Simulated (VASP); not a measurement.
Here is a VASP 6.6.1 calculation.

File INCAR:

```
SYSTEM = PbS2
PREC     = Accurate       ! precision mode
ENCUT    = 520            ! plane-wave cutoff, eV
EDIFF    = 1E-7           ! SCF threshold, eV
ISMEAR   = -1             ! smearing method
SIGMA    = 0.02           ! smearing width, eV
LREAL    = .FALSE.        ! projectors in reciprocal space
LASPH    = .TRUE.         ! aspherical terms in the spheres
NELM     = 100            ! most SCF steps
ALGO     = Fast           ! electronic algorithm
ISIF     = 2              ! what is computed and relaxed
LWAVE    = .FALSE.        ! write WAVECAR
LCHARG   = .FALSE.        ! write CHGCAR
GGA      = PS             ! functional
NBANDS   = 20             ! bands
```

The input KPOINTS:

```
regular mesh
0
G
  4 4 4
  0 0 0
```

POSCAR

```
PbS2
1.0
    0.0000000000      3.3652050266      3.3652050266
    3.3652050266      0.0000000000      3.3652050266
    3.3652050266      3.3652050266      0.0000000000
Pb S
1 2
Direct
    0.0000000000      0.0000000000      0.0000000000
    0.2500000000      0.2500000000      0.2500000000
    0.7500000000      0.7500000000      0.7500000000
```

Potentials or basis: VASP PAW PBE potentials, release 64 (Pb_d, S).

The run is started by

```sh
$ cat potpaw_PBE.64/Pb_d/POTCAR potpaw_PBE.64/S/POTCAR > POTCAR
$ mpirun -np 1 vasp_std > vasp.out
```

(1) What does it give for the pressure?

(2) What does it give for the band gap on the k mesh?

## Answers

(1) -1.9 GPa.

(2) none (metal or under the smearing width).

Caveat: the k mesh is coarse (spacing up to 0.40 Å⁻¹), so the values aren't converged; the PAW data sets were made with another functional, which shifts forces and pressure a little.
